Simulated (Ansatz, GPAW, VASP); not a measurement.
## One calculation of SnTe, 3 ways

```
Te Sn
1.0
     0.00000    3.15085    3.15085
     3.15085    0.00000    3.15085
     3.15085    3.15085    0.00000
Te Sn
1 1
Direct
  0.50000 0.50000 0.50000
  0.00000 0.00000 0.00000
```

Alike in all runs: task single point; functional PBE; k mesh 7 × 7 × 7; occupations gaussian, width 0.019 eV; no spin polarisation; no spin-orbit coupling. Pressure is positive in compression and, in plane waves, holds the error of the finite cutoff.

```tsv
program and potentials	plane-wave cutoff (eV)	notes	pressure (GPa)
Ansatz, all-electron LAPW, scalar-relativistic	-	-	?
GPAW, GPAW PAW data sets (gpaw-data 1.2.1)	600	-	1.95
VASP, PBE PAW files Sn_d, Te, 520 eV	520	-	2.17
```

**Question.** Estimate from the other rows what the run with Ansatz, all-electron LAPW, scalar-relativistic gave.

**Answer.** Pressure 2.23 GPa. The other rows, which needn't bracket it: pressure 1.95 to 2.17.
